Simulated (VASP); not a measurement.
# Be (P4_2/mnm) in VASP: notebook, part 2 of 2

VASP 6.6.1. Earlier steps stand in the parts before.

## 5. Single point, PBEsol (functional PBEsol, strained and moved within the space group)

Contents of INCAR:

```
SYSTEM = Be
PREC = Accurate
ENCUT = 520
EDIFF = 1E-6
ISMEAR = 0
SIGMA = 0.1
LREAL = .False.
LASPH = .True.
NELM = 100
ALGO = Fast
ISIF = 2
LWAVE = .False.
LCHARG = .False.
GGA = PS
NBANDS = 12
```

Contents of KPOINTS:

```
regular mesh
0
Gamma
  12 12 18
  0 0 0
```

Contents of POSCAR:

```
Be
1.0
    3.6097555439      0.0000000000      0.0000000000
    0.0000000000      3.6097555439      0.0000000000
    0.0000000000      0.0000000000      2.2320499776
Be
4
Direct
    0.2860846712      0.2860846712      0.0000000000
    0.7139153288      0.7139153288      0.0000000000
    0.2139153288      0.7860846712      0.5000000000
    0.7860846712      0.2139153288      0.5000000000
```

Potentials or basis: VASP PAW PBE potentials, release 64 (Be).

The run is started by

```bash
$ cat potpaw_PBE.64/Be/POTCAR > POTCAR
$ mpirun -np 1 vasp_std > vasp.out
```

OUTCAR:

```text
SYSTEM = Be
   PREC = Accurate
   ENCUT = 520
   EDIFF = 1E-6
   ISMEAR = 0
   LREAL = .False.
   LASPH = .True.
   NELM = 100
   ISIF = 2
   GGA = PS

 ion  position               nearest neighbor table
   1  0.286  0.286  0.000-   3 2.14   4 2.14   3 2.14   4 2.14   3 2.14   3 2.14   4 2.14   4 2.14
                             2 2.18
   2  0.714  0.714  0.000-   3 2.14   4 2.14   3 2.14   4 2.14   4 2.14   4 2.14   3 2.14   3 2.14
                             1 2.18
   3  0.214  0.786  0.500-   1 2.14   2 2.14   1 2.14   2 2.14   1 2.14   1 2.14   2 2.14   2 2.14
                             4 2.18
   4  0.786  0.214  0.500-   1 2.14   2 2.14   1 2.14   2 2.14   2 2.14   2 2.14   1 2.14   1 2.14
                             3 2.18

  LATTYP: Found a simple tetragonal cell.
 ALAT       =     3.6097555439
 C/A-ratio  =     0.6183382643

  Lattice vectors:

 A1 = (   3.6097555439,   0.0000000000,   0.0000000000)
 A2 = (   0.0000000000,   3.6097555439,   0.0000000000)
 A3 = (   0.0000000000,   0.0000000000,   2.2320499776)

Analysis of symmetry for initial positions (statically):
=====================================================================
 Subroutine PRICEL returns:
 Original cell was already a primitive cell.

 Routine SETGRP: Setting up the symmetry group for a
 simple tetragonal supercell.
[... 190 lines left out ...]
      6      12.3830      0.00000
      7      12.3830      0.00000
      8      16.1391      0.00000
      9      16.9431      0.00000
     10      19.2855      0.00000
     11      24.4395      0.00000
     12      24.4395      0.00000
[... 331 lines left out ...]
 k-point    24 :       0.4167    0.3333    0.0000
  band No.  band energies     occupation
      1      -1.7193      2.00000
      2      -0.3392      2.00000
      3       1.0527      2.00000
      4       2.4905      2.00000
      5      13.6965      0.00000
      6      14.3611      0.00000
      7      15.9346      0.00000
      8      19.5423      0.00000
      9      19.8764      0.00000
     10      21.1204      0.00000
     11      21.4904      0.00000
     12      23.0998      0.00000

 [... further k-points ...]
[... 5 lines left out ...]
  --------------------------------------------------------------------------------------
  -------------------------------------------------------------------------------------
  Total        1.9171622      1.9171622      2.6287995     -0.0000000      0.0000000      0.0000000
  in kB      105.6111919    105.6111919    144.8133318     -0.0000000      0.0000000      0.0000000
  external PRESSURE =     118.6785719 kB  Pullay stress =       0.0000000 kB

 VOLUME and BASIS-vectors are now :
 -----------------------------------------------------------------------------
  energy-cutoff  :      520.00
  volume of cell :       29.08
      direct lattice vectors                 reciprocal lattice vectors
     3.609755544  0.000000000  0.000000000     0.277027070  0.000000000  0.000000000
     0.000000000  3.609755544  0.000000000     0.000000000  0.277027070  0.000000000
     0.000000000  0.000000000  2.232049978     0.000000000  0.000000000  0.448018642

 POSITION                                       TOTAL-FORCE (eV/Angst)
 -----------------------------------------------------------------------------------
      1.03270      1.03270      0.00000         0.185665      0.185665      0.000000
      2.57706      2.57706      0.00000        -0.185665     -0.185665      0.000000
      0.77218      2.83757      1.11602        -0.185665      0.185665      0.000000
      2.83757      0.77218      1.11602         0.185665     -0.185665      0.000000
 -----------------------------------------------------------------------------------
    total drift:                                0.000000     -0.000000      0.000000

  FREE ENERGIE OF THE ION-ELECTRON SYSTEM (eV)
  ---------------------------------------------------
  free  energy   TOTEN  =       -15.6542776579 eV

  energy  without entropy=      -15.6520838466  energy(sigma->0) =      -15.65318075
```

stdout:

```text
POSCAR found type information on POSCAR Be
 POSCAR found :  1 types and       4 ions
 scaLAPACK will be used
 -----------------------------------------------------------------------------
|                                                                             |
|                                                                             |
|     You enforced a specific xc type in the INCAR file but a different       |
|     I HOPE YOU KNOW WHAT YOU ARE DOING!                                     |
|                                                                             |
 -----------------------------------------------------------------------------

 LDA part: xc-table for (Slater+PW92), standard interpolation
 POSCAR, INCAR and KPOINTS ok, starting setup
 FFT: planning ... GRIDC
 FFT: planning ... GRID_SOFT
 FFT: planning ... GRID
 WAVECAR not read
 entering main loop
```

Wall time 46 s (1 thread of Intel Xeon Platinum 8259CL at 2.50GHz (Skylake/Cascade Lake), shared host); peak memory 0.19 GiB.

Results:

```yaml
Free_energy: -15.6543 eV
Pressure: 11.9 GPa
Largest_force: 0.263 eV/Å
Band_gap_on_the_k_mesh: none (metal or under the smearing width)
```

Forces on the atoms (eV/Å):
```
Be   0.186  0.186  0.000
Be  -0.186 -0.186  0.000
Be  -0.186  0.186  0.000
Be   0.186 -0.186  0.000
```

Levels at points of the mesh, in eV from the Fermi level:
```tsv
k point	band 1	band 2	band 3	band 4	band 5	band 6	band 7	band 8	band 9
(0.00, 0.00, 0.00)	-11.85	-5.42	-5.10	-0.54	-0.54	4.62	4.62	8.38	9.18
(0.50, 0.00, 0.00)	-9.79	-9.79	-2.86	-2.86	1.56	1.56	9.76	9.76	11.74
(0.50, 0.50, 0.00)	-7.67	-7.67	-7.66	-7.66	8.86	8.86	9.48	9.48	14.03
(0.00, 0.00, 0.50)	-6.40	-6.40	0.87	0.87	1.79	1.79	2.24	2.24	8.54
(0.50, 0.00, 0.50)	-4.93	-4.93	-4.01	-4.01	3.94	3.94	5.05	5.05	7.86
(0.50, 0.50, 0.50)	-4.28	-4.28	-4.08	-4.08	1.95	1.95	2.04	2.04	13.11
```

Caveat: the PAW data sets were made with another functional, which shifts forces and pressure a little.

## 6. Summary

| level | potentials or basis | cell | k mesh | gap on the mesh (eV) | pressure (GPa) | largest force (eV/Å) |
| --- | --- | --- | --- | --- | --- | --- |
| PBE | VASP PAW PBE potentials, release 64 (Be) | strained and moved within the space group | 12 × 12 × 18 | none | -7.5 | 0.85 |
| PBE | VASP PAW PBE potentials, release 64 (Ca_sv) | Be replaced by Ca, lengths x 1.500, strained and moved within the space group | 4 × 4 × 6 | none | 22.1 | 0.41 |
| PBE | VASP PAW PBE potentials, release 64 (Ca_sv) | Be replaced by Ca, lengths x 1.500, strained and moved within the space group | 8 × 8 × 12 | none | 20.7 | - |
| PBEsol | VASP PAW PBE potentials, release 64 (Be) | functional PBEsol, strained and moved within the space group | 12 × 12 × 18 | none | 11.9 | 0.26 |

Alike in all rows: task single point; no spin polarisation; cutoff (eV) 520; smearing gaussian 0.1 eV.

Caveats: so large a pressure means that the cell lies far from this level's equilibrium, or that cutoff or potentials fall short (some runs); the PAW data sets were made with another functional, which shifts forces and pressure a little (some runs).

Total energies depend on the potentials used, so only differences within one code and one set of settings carry meaning.
